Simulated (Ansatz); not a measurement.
## Ti: equation of state with PBEsol

Ti:

```xyz
1
Lattice="0.0000 2.0300 2.0300 2.0300 0.0000 2.0300 2.0300 2.0300 0.0000" Properties=species:S:1:pos:R:3 pbc="T T T"
Ti    0.0000    0.0000    0.0000
```

This isn't the form of Ti at room conditions, which is hcp.

| Item | Value |
| --- | --- |
| Program | Ansatz 0.2.0 |
| Task | equation of state |
| Functional | PBEsol |
| Potentials or basis | all-electron LAPW, scalar-relativistic |
| Basis error allowed | 0.001 eV/atom |
| k mesh | 11 × 11 × 11 |
| Occupations | fermi-dirac, width 0.05 eV |
| Spin | no spin polarisation |

| Quantity | Value |
| --- | --- |
| Equilibrium volume | 16.65 Å³/atom |
| Bulk modulus | 114 GPa |
| Pressure derivative of the bulk modulus | 3.5 |

Energy against volume, from the lowest point:
```tsv
volume (Å³/atom)	energy (meV/atom)
15.727	19.71
16.062	7.67
16.396	1.27
16.731	0.00
17.065	3.41
17.400	11.09
17.735	22.68
```

All runs of the series together: 16 s on 1 thread of AMD EPYC 7R13 Processor (Zen 3), on a shared host.
